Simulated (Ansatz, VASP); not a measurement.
# InAs in two plane-wave programs, part 2 of 2

Wanted: the spread between two codes on one cell, functional and k mesh. The structure shown is the start of the Ansatz relaxation below; VASP solves that cell, so the two are compared at the walk's first step.

VASP 6.6.1 and Ansatz 0.2.0.

So far. Step 3 (VASP: single point, LDA, start cell, pair 1): The run ends at a pressure of 4.49 GPa, with forces up to 0.14 eV/Å.

### Step 7. VASP: single point, LDA, start cell, pair 2

Level of this step: LDA; plane waves and PAW (As, In_d) (VASP).

The same cell, functional (in two slightly different forms), mesh and smearing now go to VASP, with its own data sets.

INCAR

```
SYSTEM = InAs
PREC = Accurate
ENCUT = 400
EDIFF = 1E-06
NELM = 120
ISMEAR = 1
SIGMA = 0.2
LREAL = .FALSE.
ALGO = Normal
GGA = CA
NBANDS = 15
LORBIT = 11
LWAVE = .FALSE.
LCHARG = .FALSE.
ISIF = 2
LASPH = .TRUE.
GGA_COMPAT = .FALSE.
KPAR = 2
```

POSCAR

```
InAs
1.0
    0.0862770000      3.0088010000      3.0088010000
    3.0088010000      0.0862770000      3.0088010000
    3.0088010000      3.0088010000      0.0862770000
As In
1 1
Direct
    0.7519320091      0.7519320091      0.7519320091
    0.9980681137      0.9980681137      0.9980681137
```

KPOINTS

```
Automatic mesh
0
Gamma
12 12 12
0 0 0
```

Potentials, in the order of the species: As and In_d (LDA family, release 64).

Command:

```sh
$ mpirun -np 2 vasp_std
```

Numbers of over 12 decimals in the logs are rounded to 6 here.

The program printed:

```text
[... set-up lines as in an earlier step ...]
 entering main loop
       N       E                     dE             d eps       ncg     rms          rms(c)
DAV:   1     0.105186635048E+03    0.10519E+03   -0.72833E+03  5726   0.110E+03
DAV:   2    -0.216869234601E+01   -0.10736E+03   -0.10338E+03  6174   0.279E+02
DAV:   3    -0.914899114894E+01   -0.69803E+01   -0.69495E+01  7259   0.758E+01
DAV:   4    -0.931818770408E+01   -0.16920E+00   -0.16916E+00  7025   0.131E+01
[...]
DAV:  11    -0.898411920108E+01   -0.78745E-06   -0.46569E-05  8905   0.134E-01    0.372E-02
DAV:  12    -0.898411683197E+01    0.23691E-05   -0.59977E-06  7353   0.328E-02    0.608E-03
DAV:  13    -0.898411690829E+01   -0.76325E-07   -0.79958E-07  3955   0.630E-03
   1 F= -.89841169E+01 E0= -.89841993E+01  d E =0.247257E-03
```

From OUTCAR (step 7):

```text
  Total        1.1114454      1.1114454      1.1114454     -0.4548509     -0.4548509     -0.4548509
  in kB       34.1567576     34.1567576     34.1567576    -13.9784027    -13.9784027    -13.9784027
  external PRESSURE =      34.1567576 kB  Pullay stress =       0.0000000 kB

 POSITION                                       TOTAL-FORCE (eV/Angst)
 -----------------------------------------------------------------------------------
      4.58970      4.58970      4.58970         0.073467      0.073467      0.073467
      6.09209      6.09209      6.09209        -0.073467     -0.073467     -0.073467
 -----------------------------------------------------------------------------------
    total drift:                                0.000438      0.000438      0.000438

  FREE ENERGIE OF THE ION-ELECTRON SYSTEM (eV)
  ---------------------------------------------------
  free  energy   TOTEN  =        -8.9841169083 eV

  energy  without entropy=       -8.9843641654  energy(sigma->0) =       -8.98419933

[... 1 part as in an earlier step ...]

[... 2 further parts left out ...]
[key lines of the parts left out:]
E-fermi :   5.0849
```

The run ends at a pressure of 3.42 GPa, with forces up to 0.13 eV/Å.

### Step 8. Comparison

What differs besides the data sets and the points named for the pairs above, as far as they apply: the data sets hold 28 valence electrons in Ansatz (on its PAW soft_1 files) and 18 in VASP. Total energies have different zeros and are not compared.

Forces (eV/Å; atoms numbered as in POSCAR):

| atom | Ansatz x, y, z | VASP x, y, z |
| --- | --- | --- |
| As1 | 0.071, 0.071, 0.071 | 0.073, 0.073, 0.073 |
| In2 | -0.071, -0.071, -0.071 | -0.073, -0.073, -0.073 |

The forces differ by 2.8 meV/Å r.m.s., which is 3.7 % of the r.m.s. force of 0.073 eV/Å (both taken over all components).

### Step 9. Further runs

Further runs change the set-up of one program: Ansatz's method, potentials or start, or VASP's data sets, cutoff or form of LDA. The table gives that difference for each run.

| run | r.m.s. force difference (meV/Å) |
| --- | --- |
| as above | 2.8 |
| VASP with a cutoff of 500 eV (perhaps on Ansatz's relaxed cell) | 2.3 |

### Step 10. Ansatz: relaxation, LDA

The two programs are compared at the cell with which this relaxation starts, whose forces are those of its first step. The cell compared in this pair holds 52.87 Å³, against 52.13 Å³ for the pair before.

The structure compared here is the start of the Ansatz relaxation; VASP solves that cell, so the two are compared at the walk's first step.

input.yaml

```yaml
crystal:
  lattice:
    - [0.0530361083, 3.0056895235, 3.0056895235]
    - [3.0056895235, 0.0530361083, 3.0056895235]
    - [3.0056895235, 3.0056895235, 0.0530361083]
  atoms:
    - { symbol: As, position: [0.7509546859, 0.7509546859, 0.7509546859] }
    - { symbol: In, position: [-0.0009546859, -0.0009546859, -0.0009546859] }
  conventional_axes: [[-1, 1, 0], [0, -1, 1], [1, 1, 1]]
kpoints:
  mp_grid: { grid: [12, 12, 12] }
hamiltonian:
  xc: lda
  pseudopotentials: { kind: paw, azcp: { folder: soft_1 }, xc_functional: pbe }
scf:
  occupations: { method: methfessel_paxton, width: 0.2 }
output:
  forces: true
  stress: true
  eigenvalues: true
relax:
  adjacent_minimum: "off"
  f_tol: 0.001
  max_steps: 60
  cell: { stress_tol: 0.01, fix: [a, b, gamma] }
```

Command:

```sh
$ ansatz run input.yaml --threads 4 --pin off --max-ram 10240MiB --backend cpu --events-out ev --progress --plain --runs-dir out
```

The program printed:

```text
[...]
Crystal: 2 atoms, lattice volume = 52.871 Å³
Basis set: ecut = 420 eV, 1001 PW (Γ)
Bands: 18, of which v1, the nominal top of the filled ones, is band 14 counted from 1 (13 counted from 0)
Symmetry: 6 space group operations
[...]
k-points: 189 of 1728 (time reversal used)
[...]
k-point 188: bands = [... 10 lower, -2.8230, 1.7452, 6.9603, 6.9603, 9.0319, 12.6845, 12.6845, 14.6970]
--- Relaxed structure (3 steps of the walk, 3 accepted, 1 SCFs on fresh bases) ---
[...]
cell:  # Å, volume = 53.2146 Å³
    - [0.066191, 3.018844, 3.018844]
    - [3.018844, 0.066191, 3.018844]
    - [3.018844, 3.018844, 0.066191]
  atoms:
    - { symbol: As, position: [0.751932, 0.751932, 0.751932] }
    - { symbol: In, position: [-0.00193191, -0.00193191, -0.00193191] }
[key lines of the parts left out:]
SCF converged after 6 iterations
Free energy (F): -10231.284830 eV
Fermi energy:    7.979472 eV
P = ⅓ Tr σ = 1.7453 GPa (17.453 kbar)
```

### Step 11. VASP: single point, LDA, start cell, pair 3

The same cell, functional (in two slightly different forms), mesh and smearing now go to VASP, with its own data sets.

INCAR is that of step 7.

POSCAR

```
InAs
1.0
    0.0530360000      3.0056900000      3.0056900000
    3.0056900000      0.0530360000      3.0056900000
    3.0056900000      3.0056900000      0.0530360000
As In
1 1
Direct
    0.7509545849      0.7509545849      0.7509545849
    0.9990452502      0.9990452502      0.9990452502
```

KPOINTS is that of step 7.

Command:

```sh
$ mpirun -np 2 vasp_std
```

The program printed:

```text
[... set-up lines as in an earlier step ...]
 entering main loop
       N       E                     dE             d eps       ncg     rms          rms(c)
DAV:   1     0.103768079697E+03    0.10377E+03   -0.72597E+03  5734   0.110E+03
DAV:   2    -0.229432777411E+01   -0.10606E+03   -0.10223E+03  6097   0.276E+02
DAV:   3    -0.916525645657E+01   -0.68709E+01   -0.68384E+01  7357   0.749E+01
DAV:   4    -0.933432912130E+01   -0.16907E+00   -0.16903E+00  7063   0.131E+01
[...]
DAV:  11    -0.900794312829E+01   -0.13836E-05   -0.43340E-05  8883   0.130E-01    0.386E-02
DAV:  12    -0.900794089037E+01    0.22379E-05   -0.54650E-06  7471   0.318E-02    0.609E-03
DAV:  13    -0.900794095544E+01   -0.65065E-07   -0.72927E-07  3997   0.589E-03
   1 F= -.90079410E+01 E0= -.90080604E+01  d E =0.358351E-03
```

Parts of OUTCAR (step 11):

```text
  Total        0.7888642      0.7888642      0.7888642     -0.2986787     -0.2986787     -0.2986787
  in kB       23.9055485     23.9055485     23.9055485     -9.0510880     -9.0510880     -9.0510880
  external PRESSURE =      23.9055485 kB  Pullay stress =       0.0000000 kB

 POSITION                                       TOTAL-FORCE (eV/Angst)
 -----------------------------------------------------------------------------------
      4.55410      4.55410      4.55410         0.065577      0.065577      0.065577
      6.05863      6.05863      6.05863        -0.065577     -0.065577     -0.065577
 -----------------------------------------------------------------------------------
    total drift:                                0.000689      0.000689      0.000689

  FREE ENERGIE OF THE ION-ELECTRON SYSTEM (eV)
  ---------------------------------------------------
  free  energy   TOTEN  =        -9.0079409554 eV

  energy  without entropy=       -9.0082993062  energy(sigma->0) =       -9.00806041

[... 1 part as in an earlier step ...]

[... 2 further parts left out ...]
[key lines of the parts left out:]
E-fermi :   4.8765
```

The run ends at a pressure of 2.39 GPa, with forces up to 0.11 eV/Å.

### Step 12. Comparison

What differs besides the data sets and the points named for the pairs above, as far as they apply: the data sets hold 28 valence electrons in Ansatz (on its PAW soft_1 files) and 18 in VASP. Total energies have different zeros and are not compared.

Forces (eV/Å; atoms numbered as in POSCAR):

| atom | Ansatz x, y, z | VASP x, y, z |
| --- | --- | --- |
| As1 | 0.064, 0.064, 0.064 | 0.066, 0.066, 0.066 |
| In2 | -0.064, -0.064, -0.064 | -0.066, -0.066, -0.066 |

The forces differ by 1.7 meV/Å r.m.s., which is 2.7 % of the r.m.s. force of 0.066 eV/Å (both taken over all components).

### Step 13. What the set-up changes

Further runs change the set-up of one program: Ansatz's method, potentials or start, or VASP's data sets, cutoff or form of LDA. The table gives that difference for each run.

| run | r.m.s. force difference (meV/Å) |
| --- | --- |
| as above | 1.7 |
| VASP with a cutoff of 500 eV (perhaps on Ansatz's relaxed cell) | 1.6 |

### Step 14. What came out

| Quantity | Value |
| --- | --- |
| r.m.s. force difference (single point, LDA, start cell, pair 1) | 3.6 meV/Å |
| r.m.s. force difference (single point, LDA, start cell, pair 2) | 2.8 meV/Å |
| r.m.s. force difference (single point, LDA, start cell, pair 3) | 1.7 meV/Å |

**Reading.** The r.m.s. force difference is 3.6 meV/Å (single point, LDA, start cell, pair 1), within the 12 meV/Å picked in this series as the mark of a large difference. The data sets hold unlike numbers of valence electrons (28 in Ansatz and 18 in VASP), so part of the differences comes from the potentials. 8 further runs of this series are not shown here. Such differences can come from data sets, numerical settings and the points named under the comparisons, not from the functional's error against experiment.

[Lines on the potential files, build, host, timing and source positions are cut from VASP's logs without a mark.]

[Logs are printed without paths, hosts, clocks, repeated set-up lines and the standing remarks that a program may print on its own settings, such as how far it seeks lower states.]

[Hosts, paths, dates, database ids (printed as entryN), source tags and the programs' standing remarks are cut or masked in the printed files.]

[Rows of further runs with another cutoff or data set may stand on the cell that Ansatz relaxed, not on the start cell of the pair above them.]
